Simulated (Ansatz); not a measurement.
NaI in Ansatz: the effect of functional

Crystal: NaI.

```
CELL_PARAMETERS angstrom
0.00000 3.19266 3.19266
3.19266 0.00000 3.19266
3.19266 3.19266 0.00000
ATOMIC_POSITIONS crystal
I 0.50000 0.50000 0.50000
Na 0.00000 0.00000 0.00000
```

The cell isn't the ideal one: volume scaled by 0.96.

Alike in all runs:

```yaml
Program: Ansatz 0.2.0
Task: single point
Potentials_or_basis: Ansatz PAW
k_mesh: 7 × 7 × 7
Occupations: fermi-dirac, width 0.05 eV
Spin: no spin polarisation
```

```csv
functional,cutoff,gap on the mesh (eV),pressure (GPa)
LDA,420 eV (not typed: the program's choice for these potentials),?,?
PBEsol,420 eV (not typed: the program's choice for these potentials),3.62,0.1
r2SCAN,500 eV (not typed: the program's choice for these potentials),4.56,0.7
```

Q: What does the run with functional LDA give?

A: gap on the mesh 3.44 eV; pressure -1.1 GPa.

Caveats: odd divisions of the mesh miss points on the zone boundary, where band edges often lie, so the gap on the mesh can be too wide; spin-orbit coupling is left out, which moves the levels of the heavy elements; the PAW data sets come from PBE, with cores solved anew for the run's functional, which leaves a small shift of forces and pressure.

